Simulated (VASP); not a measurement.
# Ge (Fd-3m) in VASP: a series of runs, part 2 of 3

VASP 6.6.1.

## 3. Relaxation of the atoms, PBE (a relaxed cell with its volume scaled by 0.96)

INCAR reads:

```
PREC     = Accurate       # precision mode
ENCUT    = 600            # plane-wave cutoff, eV
EDIFF    = 1E-7           # SCF threshold, eV
ISMEAR   = 0              # smearing method
SIGMA    = 0.03           # smearing width, eV
LREAL    = False          # projectors in reciprocal space
LASPH    = True           # aspherical terms in the spheres
NELM     = 80             # most SCF steps
ALGO     = Normal         # electronic algorithm
ISIF     = 2              # what is computed and relaxed
LWAVE    = False          # write WAVECAR
LCHARG   = False          # write CHGCAR
GGA      = PE             # functional
IBRION   = 2              # ionic algorithm
NSW      = 40             # ionic steps
EDIFFG   = -0.01          # ionic threshold
```

KPOINTS reads:

```
Automatic mesh
0
Gamma
  10 10 10
```

POSCAR reads:

```
Ge                                      
1.0
   -0.0000000000      2.8415708698      2.8415708698
    2.8415708698      0.0000000000      2.8415708698
    2.8415708698      2.8415708698      0.0000000000
  Ge            
     2
Direct
     1.0000000000000000    1.0000000000000000    1.0000000000000000
     0.2500000000000000    0.2500000000000000    0.2500000000000000
```

Potentials or basis: VASP PAW PBE potentials, release 64 (Ge_d).

Started as:

```bash
cat potpaw_PBE.64/Ge_d/POTCAR > POTCAR
mpirun -np 1 vasp_std > vasp.out
```

OUTCAR:

```text
PREC = Accurate
   ENCUT = 600
   EDIFF = 1E-7
   ISMEAR = 0
   LREAL = False
   LASPH = True
   NELM = 80
   ISIF = 2
   GGA = PE
   IBRION = 2
   NSW = 40
   EDIFFG = -0.01

 ion  position               nearest neighbor table
   1  0.000  0.000  0.000-   2 2.46   2 2.46   2 2.46   2 2.46
   2  0.250  0.250  0.250-   1 2.46   1 2.46   1 2.46   1 2.46

  LATTYP: Found a face centered cubic cell.
 ALAT       =     5.6831417396

  Lattice vectors:

 A1 = (   0.0000000000,   2.8415708698,   2.8415708698)
 A2 = (   2.8415708698,   0.0000000000,   2.8415708698)
 A3 = (   2.8415708698,   2.8415708698,   0.0000000000)

Analysis of symmetry for initial positions (statically):
=====================================================================
 Subroutine PRICEL returns:
 Original cell was already a primitive cell.

 Routine SETGRP: Setting up the symmetry group for a
 face centered cubic supercell.

 Subroutine GETGRP returns: Found 48 space group operations
 (whereof 24 operations were pure point group operations)
 out of a pool of 48 trial point group operations.

The static configuration has the point symmetry T_d .
 The point group associated with its full space group is O_h .

Analysis of symmetry for dynamics (positions and initial velocities):
=====================================================================
 Subroutine PRICEL returns:
 Original cell was already a primitive cell.

 Routine SETGRP: Setting up the symmetry group for a
 face centered cubic supercell.

 Subroutine GETGRP returns: Found 48 space group operations
 (whereof 24 operations were pure point group operations)
 out of a pool of 48 trial point group operations.

The dynamic configuration has the point symmetry T_d .
 The point group associated with its full space group is O_h .

 Subroutine INISYM returns: Found 48 space group operations
 (whereof 24 operations are pure point group operations),
 and found     1 'primitive' translations

----------------------------------------------------------------------------------------

                                     Primitive cell

  volume of cell :      45.8887

  direct lattice vectors                    reciprocal lattice vectors
     0.000000000  2.841570870  2.841570870    -0.175959011  0.175959011  0.175959011
     2.841570870  0.000000000  2.841570870     0.175959011 -0.175959011  0.175959011
     2.841570870  2.841570870  0.000000000     0.175959011  0.175959011 -0.175959011

  length of vectors
     4.018588063  4.018588063  4.018588063     0.304769947  0.304769947  0.304769947

  position of ions in fractional coordinates (direct lattice)
     0.000000000  0.000000000  0.000000000
     0.250000000  0.250000000  0.250000000

  ion indices of the primitive-cell ions
   primitive index   ion index
                 1           1
                 2           2

----------------------------------------------------------------------------------------

 KPOINTS: Automatic mesh

Automatic generation of k-mesh.
 Grid dimensions read from file:
 generate k-points for:   10   10   10

 Generating k-lattice:

  Cartesian coordinates                     Fractional coordinates (reciprocal lattice)
    -0.017595901  0.017595901  0.017595901     0.100000000  0.000000000  0.000000000
     0.017595901 -0.017595901  0.017595901     0.000000000  0.100000000  0.000000000
     0.017595901  0.017595901 -0.017595901     0.000000000  0.000000000  0.100000000

  Length of vectors
     0.030476995  0.030476995  0.030476995

  Shift w.r.t. Gamma in fractional coordinates (k-lattice)
     0.000000000  0.000000000  0.000000000

 Subroutine IBZKPT returns following result:
 ===========================================

 Found     47 irreducible k-points:

 Following reciprocal coordinates:
            Coordinates               Weight
  0.000000  0.000000  0.000000      1.000000
  0.100000  0.000000  0.000000      8.000000
  0.200000  0.000000  0.000000      8.000000
  0.300000  0.000000  0.000000      8.000000
  0.400000  0.000000  0.000000      8.000000
  0.500000  0.000000  0.000000      4.000000
[... 16 lines left out ...]
  0.300000  0.300000  0.000000      6.000000
  0.400000  0.300000  0.000000     24.000000
 [... further k-points ...]
   k-points           NKPTS =     47   k-points in BZ     NKDIM =     47   number of bands    NBANDS=     18
   number of dos      NEDOS =    301   number of ions     NIONS =      2
   total plane-waves  NPLWV =  32768
   dimension x,y,z NGX =    32 NGY =   32 NGZ =   32
   dimension x,y,z NGXF=    64 NGYF=   64 NGZF=   64
   ions per type =               2
   NGX,Y,Z   is equivalent  to a cutoff of  13.24, 13.24, 13.24 a.u.
   NGXF,Y,Z  is equivalent  to a cutoff of  26.48, 26.48, 26.48 a.u.
 SYSTEM =  unknown system
   PREC   = accura    normal or accurate (medium, high low for compatibility)
   ISTART =      0    job   : 0-new  1-cont  2-samecut
   ICHARG =      2    charge: 1-file 2-atom 10-const
   ISPIN  =      1    spin polarized calculation?
   LNONCOLLINEAR =      F non collinear calculations
   LSORBIT =      F    spin-orbit coupling
   LASPH  =      T    aspherical Exc in radial PAW
   ENCUT  =  600.0 eV  44.10 Ry    6.64 a.u.   8.03  8.03  8.03*2*pi/ulx,y,z
   NELM   =     80;   NELMIN=  2; NELMDL= -5     # of ELM steps
   EDIFF  = 0.1E-06   stopping-criterion for ELM
   LREAL  =      F    real-space projection
   EDIFFG = -.1E-01   stopping-criterion for IOM
   NSW    =     40    number of steps for IOM
   IBRION =      2    ionic relax: 0-MD 1-quasi-New 2-CG
   NFREE  =      1    steps in history (QN), initial steepest desc. (CG)
   ISIF   =      2    stress and relaxation
   ISYM   =      2    0-nonsym 1-usesym 2-fastsym
   POTIM  = 0.5000    time-step for ionic-motion
   TEBEG  =    0.0;   TEEND  =   0.0 temperature during run
   PSTRESS=    0.0 pullay stress
   NELECT =      28.0000    total number of electrons
   NUPDOWN=      -1.0000    fix difference up-down
   EMIN   =  10.00;   EMAX   =-10.00  energy-range for DOS
   EFERMI =   0.00;   METHOD = LEGACY
   ISMEAR =     0;   SIGMA  =   0.03  broadening in eV -4-tet -1-fermi 0-gaus
   EFERMI_NEDOS =   21; number of points for ismear=-14 and -15
   IALGO  =     38    algorithm
   IMIX   =      4    mixing-type and parameters
     AMIX     =   0.40;   BMIX     =  1.00
     AMIX_MAG =   1.60;   BMIX_MAG =  1.00
  volume/ion in A,a.u.               =      22.94       154.84
  Fermi-wavevector in a.u.,A,eV,Ry     =   1.388542  2.623964 26.232697  1.928049
  Thomas-Fermi vector in A             =   2.512658
   LORBIT       =      0    0 simple, 1 ext, 2 COOP (PROOUT), +10 PAW based schemes
   GGA     = PE    functional components
   LHFCALC =     F    Hartree Fock is set to
   AEXX    =    0.0000 exact exchange contribution
   IVDW    =     0    specifies the selected vdW correction
   LEPSILON=     F    determine dielectric tensor
   LRPA    =     F    only Hartree local field effects (RPA)
 conjugate gradient relaxation of ions
 non-spin polarized calculation
 Gauss-broadening in eV      SIGMA  =   0.03
  energy-cutoff  :      600.00
  volume of cell :       45.89
 maximum number of plane-waves:      1550
   NGX = 17   NGY = 17   NGZ = 17

 number of electron      28.0000022 magnetization

 Free energy of the ion-electron system (eV)
  ---------------------------------------------------
  ext. energy  EPLUGINS =         0.00000000
  ---------------------------------------------------
  free energy    TOTEN  =        -9.01874431 eV

  energy without entropy =       -9.01869803  energy(sigma->0) =       -9.01872117

 E-fermi :   4.8722     XC(G=0):  -9.8609

 val. band max:        4.8630782871   @ k =   0.0000   0.0000   0.0000
 cond. band min:       5.0070916561   @ k =   0.5000   0.0000   0.0000
 fundamental gap:      0.1440133690
 Fermi energy:         4.8722129748

 k-point     1 :       0.0000    0.0000    0.0000
  band No.  band energies     occupation
      1     -19.9328      2.00000
      2     -19.9328      2.00000
      3     -19.9328      2.00000
      4     -19.8976      2.00000
      5     -19.8976      2.00000
      6     -19.6942      2.00000
[... 10 lines left out ...]
     17       7.4117      0.00000
     18       7.4117      0.00000
[... 463 lines left out ...]
 k-point    24 :       0.4000    0.3000    0.0000
  band No.  band energies     occupation
      1     -19.9653      2.00000
      2     -19.9599      2.00000
      3     -19.9171      2.00000
      4     -19.8368      2.00000
      5     -19.8171      2.00000
      6     -19.7946      2.00000
[... 10 lines left out ...]
     17      11.4885      0.00000
     18      12.0318      0.00000

 [... further k-points ...]
[... 5 lines left out ...]
  --------------------------------------------------------------------------------------
  -------------------------------------------------------------------------------------
  Total        0.7411843      0.7411843      0.7411843     -0.0000000      0.0000000     -0.0000000
  in kB       25.8780377     25.8780377     25.8780377     -0.0000000      0.0000000     -0.0000000
  external PRESSURE =      25.8780377 kB  Pullay stress =       0.0000000 kB

 VOLUME and BASIS-vectors are now :
 -----------------------------------------------------------------------------
  energy-cutoff  :      600.00
  volume of cell :       45.89
      direct lattice vectors                 reciprocal lattice vectors
     0.000000000  2.841570870  2.841570870    -0.175959011  0.175959011  0.175959011
     2.841570870  0.000000000  2.841570870     0.175959011 -0.175959011  0.175959011
     2.841570870  2.841570870  0.000000000     0.175959011  0.175959011 -0.175959011

 POSITION                                       TOTAL-FORCE (eV/Angst)
 -----------------------------------------------------------------------------------
      0.00000      0.00000      0.00000         0.000000      0.000000      0.000000
      1.42079      1.42079      1.42079        -0.000000     -0.000000     -0.000000
 -----------------------------------------------------------------------------------
    total drift:                               -0.000000      0.000000      0.000000

  FREE ENERGIE OF THE ION-ELECTRON SYSTEM (eV)
  ---------------------------------------------------
  free  energy   TOTEN  =        -9.0187443111 eV

  energy  without entropy=       -9.0186980319  energy(sigma->0) =       -9.01872117

 reached required accuracy - stopping structural energy minimisation
```

Wall time 13 s (1 thread of Intel Xeon 6975P-C (Granite Rapids), shared host); peak memory 0.19 GiB.

Results:

```yaml
Free_energy: -9.0187 eV
Pressure_after_relaxing: 2.6 GPa
Band_gap_on_the_k_mesh: none (metal or under the smearing width)
```

Final structure:
```yaml
crystal:
  lattice:
    - [0.00000, 2.84157, 2.84157]
    - [2.84157, 0.00000, 2.84157]
    - [2.84157, 2.84157, 0.00000]
  atoms:
    - { symbol: Ge, position: [0.00000, 0.00000, 0.00000] }
    - { symbol: Ge, position: [0.25000, 0.25000, 0.25000] }
```

Levels at points of the mesh, in eV from the Fermi level:
| k point | band 12 | band 13 | band 14 | band 15 | band 16 | band 17 |
| --- | --- | --- | --- | --- | --- | --- |
| (0.00, 0.00, 0.00) | -0.10 | -0.01 | -0.01 | -0.01 | 2.54 | 2.54 |
| (0.50, 0.00, 0.00) | -7.54 | -1.39 | -1.39 | 0.13 | 3.73 | 3.73 |
| (0.50, 0.50, 0.00) | -8.84 | -3.04 | -3.04 | 0.76 | 0.76 | 9.40 |

Caveat: the relaxation stopped at its first step, so nothing moved.

## 4. Relaxation of the atoms, PBE (a relaxed cell with its volume scaled by 0.98)

INCAR is that of step 3.

KPOINTS is that of step 3.

POSCAR reads:

```
Ge                                      
1.0
   -0.0000000000      2.8611685296      2.8611685296
    2.8611685296      0.0000000000      2.8611685296
    2.8611685296      2.8611685296      0.0000000000
  Ge            
     2
Direct
     1.0000000000000000    1.0000000000000000    1.0000000000000000
     0.2500000000000000    0.2500000000000000    0.2500000000000000
```

Potentials or basis: VASP PAW PBE potentials, release 64 (Ge_d).

Started as:

```bash
cat potpaw_PBE.64/Ge_d/POTCAR > POTCAR
mpirun -np 1 vasp_std > vasp.out
```

OUTCAR:

```text
PREC = Accurate
   ENCUT = 600
   EDIFF = 1E-7
   ISMEAR = 0
   LREAL = False
   LASPH = True
   NELM = 80
   ISIF = 2
   GGA = PE
   IBRION = 2
   NSW = 40
   EDIFFG = -0.01

 ion  position               nearest neighbor table
   1  0.000  0.000  0.000-   2 2.48   2 2.48   2 2.48   2 2.48
   2  0.250  0.250  0.250-   1 2.48   1 2.48   1 2.48   1 2.48

  LATTYP: Found a face centered cubic cell.
 ALAT       =     5.7223370592

  Lattice vectors:

 A1 = (   0.0000000000,   2.8611685296,   2.8611685296)
 A2 = (   2.8611685296,   0.0000000000,   2.8611685296)
 A3 = (   2.8611685296,   2.8611685296,   0.0000000000)

Analysis of symmetry for initial positions (statically):
=====================================================================
 Subroutine PRICEL returns:
 Original cell was already a primitive cell.

 Routine SETGRP: Setting up the symmetry group for a
 face centered cubic supercell.

 Subroutine GETGRP returns: Found 48 space group operations
 (whereof 24 operations were pure point group operations)
[... 161 lines left out ...]
  ext. energy  EPLUGINS =         0.00000000
  ---------------------------------------------------
  free energy    TOTEN  =        -9.03029595 eV

  energy without entropy =       -9.03024949  energy(sigma->0) =       -9.03027272

 E-fermi :   4.6762     XC(G=0):  -9.7638

 val. band max:        4.6670888989   @ k =   0.0000   0.0000   0.0000
 cond. band min:       4.7500364086   @ k =   0.5000   0.0000   0.0000
 fundamental gap:      0.0829475097
 Fermi energy:         4.6762040221

 k-point     1 :       0.0000    0.0000    0.0000
  band No.  band energies     occupation
      1     -20.1024      2.00000
      2     -20.1024      2.00000
      3     -20.1024      2.00000
      4     -20.0688      2.00000
      5     -20.0688      2.00000
      6     -19.8759      2.00000
[... 481 lines left out ...]
      5     -19.9923      2.00000
      6     -19.9715      2.00000
[... 10 lines left out ...]
     17      11.1911      0.00000
     18      11.7350      0.00000

 [... further k-points ...]
[... 5 lines left out ...]
  --------------------------------------------------------------------------------------
  -------------------------------------------------------------------------------------
  Total        0.3454092      0.3454092      0.3454092      0.0000000     -0.0000000      0.0000000
  in kB       11.8136527     11.8136527     11.8136527      0.0000000     -0.0000000      0.0000000
  external PRESSURE =      11.8136527 kB  Pullay stress =       0.0000000 kB

 VOLUME and BASIS-vectors are now :
 -----------------------------------------------------------------------------
  energy-cutoff  :      600.00
  volume of cell :       46.84
      direct lattice vectors                 reciprocal lattice vectors
     0.000000000  2.861168530  2.861168530    -0.174753774  0.174753774  0.174753774
     2.861168530  0.000000000  2.861168530     0.174753774 -0.174753774  0.174753774
     2.861168530  2.861168530  0.000000000     0.174753774  0.174753774 -0.174753774

 POSITION                                       TOTAL-FORCE (eV/Angst)
 -----------------------------------------------------------------------------------
      0.00000      0.00000      0.00000        -0.000000     -0.000000     -0.000000
      1.43058      1.43058      1.43058         0.000000      0.000000      0.000000
 -----------------------------------------------------------------------------------
    total drift:                               -0.000000      0.000000      0.000000

  FREE ENERGIE OF THE ION-ELECTRON SYSTEM (eV)
  ---------------------------------------------------
  free  energy   TOTEN  =        -9.0302959488 eV

  energy  without entropy=       -9.0302494933  energy(sigma->0) =       -9.03027272

 reached required accuracy - stopping structural energy minimisation
```

CONTCAR:

```text
Ge
   1.00000000000000
     0.0000000000000000    2.8611685296000000    2.8611685296000000
     2.8611685296000000    0.0000000000000000    2.8611685296000000
     2.8611685296000000    2.8611685296000000    0.0000000000000000
  Ge
     2
Direct
     0.0000000000000000    0.0000000000000000    0.0000000000000000
     0.2500000000000000    0.2500000000000000    0.2500000000000000

  0.00000000E+00  0.00000000E+00  0.00000000E+00
  0.00000000E+00  0.00000000E+00  0.00000000E+00
```

It took 13 s on 1 thread of Intel Xeon 6975P-C (Granite Rapids), shared host; peak memory 0.19 GiB.

Results:

- Free energy: -9.0303 eV
- Pressure after relaxing: 1.2 GPa
- Band gap on the k mesh: none (metal or under the smearing width)

Final structure:
```xyz
2
Lattice="0.0000 2.8612 2.8612 2.8612 0.0000 2.8612 2.8612 2.8612 0.0000" Properties=species:S:1:pos:R:3 pbc="T T T"
Ge    0.0000    0.0000    0.0000
Ge    1.4306    1.4306    1.4306
```

Caveat: the relaxation stopped at its first step, so nothing moved.

(Continued in part 3 of 3.)
